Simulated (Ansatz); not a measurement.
Input of an Ansatz 0.2.0 run:

The input input.yaml:

```yaml
crystal:
  lattice:
    - [3.17, 0.0, 0.0]
    - [-1.585, 2.74530053, 0.0]
    - [0.0, 0.0, 3.533]
  atoms:
    - { symbol: Zr, position: [0.0, 0.0, 0.0] }
    - { symbol: B, position: [0.6666666667, 0.3333333333, 0.5] }
    - { symbol: B, position: [0.3333333333, 0.6666666667, 0.5] }
hamiltonian:
  xc: pbe
  pseudopotentials: { kind: paw }
kpoints:
  mp_grid: { grid: [10, 10, 8] }
scf:
  occupations: { method: gaussian, width: 0.017 }
output:
  forces: true
  stress: true
  eigenvalues: true
```

Potentials or basis: Ansatz PAW.

Run with:

```bash
$ ansatz run input.yaml --threads 2 --pin off --max-ram 5632MiB --backend cpu --events-out ev --progress --plain --runs-dir out
```

Task: Predict the pressure.

Result: 0.8 GPa.

Task: Predict the band gap on the k mesh.

Result: None (metal or under the smearing width).

Stress tensor (GPa, compression positive):
```
0.39 0.00 0.00
0.00 0.39 0.00
0.00 0.00 1.58
```
